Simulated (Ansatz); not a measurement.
Wanted: the native input for an Ansatz 0.2.0 run.

| Property | Result |
| --- | --- |
| Task | single point |
| Functional | PBE |
| Potentials or basis | Ansatz PAW |
| Cutoff | 420 eV (not typed: the program's choice for these potentials) |
| k mesh | 12 × 12 × 7 |
| Occupations | fermi-dirac, width 0.05 eV |
| Spin | no spin polarisation |

Co:

```
Co
1.0
     2.48736    0.00000    0.00000
    -1.24368    2.15412    0.00000
     0.00000    0.00000    4.06329
Co
2
Direct
  0.33333 0.66667 0.74014
  0.66667 0.33333 0.25986
```

One way to write it, as run:

input.yaml

```yaml
crystal:
  lattice:
    - [2.4873648738, 0.0, 0.0]
    - [-1.2436824369, 2.1541211692, 0.0]
    - [0.0, 0.0, 4.0632895034]
  atoms:
    - { symbol: Co, position: [0.3333333333, 0.6666666667, 0.740139] }
    - { symbol: Co, position: [0.6666666667, 0.3333333333, 0.259861] }
hamiltonian:
  xc: pbe
  pseudopotentials: { kind: paw }
kpoints:
  mp_grid: { grid: [12, 12, 7] }
scf:
  occupations: { method: fermi_dirac, width: 0.05 }
output:
  forces: true
  stress: true
  eigenvalues: true
```

Potentials or basis: Ansatz PAW.

Launch:

```sh
$ ansatz run input.yaml --threads 2 --pin off --max-ram 5632MiB --backend cpu --events-out ev --progress --plain --runs-dir out
```

Results of the run:

```
Pressure               : -10.9 GPa
Largest force          : 0.603 eV/Å
Band gap on the k mesh : none (metal or under the smearing width)
```

Caveat: the run has no spin polarisation, though such a crystal can be magnetic.

Wall time 1.2 s on 2 threads of Arm Neoverse V2, on a shared host, peak memory 0.32 GiB.
